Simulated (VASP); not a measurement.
**GaN: relaxation of cell and atoms with LDA**

Crystal: GaN.

```
Ga N
1.0
     3.13778    0.00000    0.00000
     0.00000    4.43749    0.00000
     0.00000    0.00000    3.24693
Ga N
2 2
Direct
  0.00000 0.00000 0.00000
  0.50000 0.50000 0.50000
  0.00000 0.25000 0.50000
  0.50000 0.75000 0.00000
```

The cell was built by a generator and isn't the measured one.

| Property | Result |
| --- | --- |
| Program | VASP 6.6.1 |
| Task | relaxation of cell and atoms |
| Functional | LDA |
| Potentials or basis | VASP PAW LDA potentials, release 64 (Ga_d, N) |
| Cutoff | 600 eV |
| k mesh | 8 × 6 × 7 |
| Occupations | gaussian, width 0.02 eV |
| Spin | no spin polarisation |
| Further INCAR settings | ALGO = Normal; EDIFF = 1e-06; IBRION = 2; EDIFFG = -0.02; NSW = 60; ISIF = 3 |

The relaxed volume is 11.03 Å³/atom and the relaxed cell is a = 3.138 Å, b = 4.437 Å, c = 3.168 Å, α = 90.00°, β = 90.00°, γ = 90.00°. The space group after relaxing (to 0.05 Å) is F-43m (No. 216). The energy gained by relaxing is 9.9 meV/atom and the ionic steps are 4. The pressure after relaxing is 1.7 GPa. The largest force after relaxing is 0.011 eV/Å. The band gap on the k mesh is 1.96 eV.

Forces on the atoms (eV/Å):
```
Ga   0.000 -0.011  0.000
Ga   0.000 -0.011  0.000
N    0.000  0.011  0.000
N    0.000  0.011  0.000
```

Stress tensor (GPa, compression positive):
```
2.93 0.00 0.00
0.00 2.05 0.00
0.00 0.00 0.00
```

Step by step:
```csv
step,energy change (eV),largest force (eV/Å),pressure (GPa),volume (Å³)
1,0.0000,0.2767,-3.11,45.21
2,-0.0226,0.3889,3.87,43.61
3,-0.0384,0.1073,1.02,44.22
4,-0.0397,0.0107,1.66,44.10
```

Final structure:
```cif
data_structure
_symmetry_space_group_name_H-M 'P 1'
_symmetry_Int_Tables_number 1
_cell_length_a 3.1378
_cell_length_b 4.4375
_cell_length_c 3.1676
_cell_angle_alpha 90.000
_cell_angle_beta 90.000
_cell_angle_gamma 90.000
_cell_volume 44.10
loop_
_atom_site_label
_atom_site_type_symbol
_atom_site_fract_x
_atom_site_fract_y
_atom_site_fract_z
_atom_site_occupancy
Ga1 Ga 0.00000 0.00085 0.00000 1
Ga2 Ga 0.50000 0.50085 0.50000 1
N1 N 0.00000 0.24915 0.50000 1
N2 N 0.50000 0.74915 0.00000 1
```

Levels at points of the mesh, in eV from the valence-band top:
| k point | band 15 | band 16 | band 17 | band 18 | band 19 | band 20 | band 21 | band 22 |
| --- | --- | --- | --- | --- | --- | --- | --- | --- |
| (0.00, 0.00, 0.00) | -2.85 | -0.07 | -0.01 | 0.00 | 1.96 | 3.20 | 6.63 | 10.21 |
| (0.50, 0.00, 0.00) | -3.44 | -3.44 | -1.18 | -1.18 | 6.60 | 6.60 | 7.39 | 7.39 |
| (0.00, 0.50, 0.00) | -1.68 | -1.68 | -1.56 | -1.56 | 4.63 | 4.63 | 7.42 | 7.42 |
| (0.50, 0.50, 0.00) | -1.12 | -1.12 | -1.04 | -1.04 | 4.72 | 4.72 | 8.77 | 8.77 |

Wall time 3.7 min on 1 thread of Intel(R) Xeon(R) Platinum 8488C (Sapphire Rapids), on a shared host, peak memory 0.22 GiB.

A hybrid or GW would open this gap; LDA tends to underestimate it.
